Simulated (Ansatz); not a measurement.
# Rhodium, bcc: HSE06 after PBE

How do the levels change when part of the exchange is made exact, and what does it cost? Spin polarisation is left out. The geometry was relaxed under PBE beforehand and is kept. Exact exchange is dear, so the k-mesh is coarse, and PBE is run on the same mesh for comparison.

Computed with Ansatz 0.2.0 (DFT, plane waves (420 eV) with PBE-made PAW files, scalar-relativistic; functionals as named at each step, unless a step says otherwise).

## Step 1: The structure to begin with

Symmetry: Im-3m, No. 229, cubic system. Conventional cell: a = 3.072 Å, b = 3.072 Å, c = 3.072 Å, α = 90.00°, β = 90.00°, γ = 90.00°. Rh (site symmetry m-3m) is surrounded by 8 Rh at 2.66 Å.

Structure file:

```xyz
1
Lattice="-1.5362 1.5362 1.5362 1.5362 -1.5362 1.5362 1.5362 1.5362 -1.5362" Properties=species:S:1:pos:R:3 pbc="T T T"
Rh    0.0000    0.0000    0.0000
```

## Step 2: PBE on the coarse mesh

The run with PBE.

Contents of input.yaml:

```yaml
crystal:
  lattice:
    - [-1.5362030895, 1.5362030895, 1.5362030895]
    - [1.5362030895, -1.5362030895, 1.5362030895]
    - [1.5362030895, 1.5362030895, -1.5362030895]
  atoms:
    - { symbol: Rh, position: [0.0, 0.0, 0.0] }
hamiltonian:
  xc: pbe
  pseudopotentials:
    kind: paw
    azcp:
      Rh: "pseudopotentials/Rh.paw.azcp"
basis:
  ecutwfc: 420
  fft_grid_basis: typed
kpoints:
  mp_grid: { grid: [7, 7, 7], shift: [0, 0, 0] }
magnetization:
  spin_polarized: false
scf:
  occupations: { method: fermi_dirac, width: 0.1 }
```

Launch:

```
ansatz run input.yaml --threads 4 --pin off --max-ram 8192MiB --backend cpu --events-out ev --progress --plain --runs-dir out
```

## Step 3: HSE06, coarse mesh

The run with HSE06.

Edit input.yaml of step 2 so:

```diff
@@ -8,3 +8,3 @@
 hamiltonian:
-  xc: pbe
+  xc: hse06
   pseudopotentials:
```

(Steps that only read results are left out.)

Before running it: what results should come out? Wanted: PBE: gap; HSE06: gap; HSE06: relative to fcc.

As calculated:

```
                         quantity                         value
                         PBE: gap  none (levels filled in part)
                       HSE06: gap  none (levels filled in part)
HSE06: SCF cycles, exchange loops                         15, 2
 HSE06: CPU time over that of PBE                            19
           HSE06: relative to fcc                 +434 meV/atom
```

What this shows: Both PBE and HSE06 leave levels filled in part. The hybrid took 19 times as much CPU time as PBE on the same settings. The exchange operator of HSE06 was renewed in 2 outer loops. The dense-mesh value adds +47.1 meV/atom, the change that PBE shows between the coarse mesh and its own dense run (not shown). Under HSE06 it lies 434 meV/atom above fcc (computed apart in the same way); on such meshes a few tens of meV are uncertain for metals. The total energies in the logs cannot be compared from one functional to another.
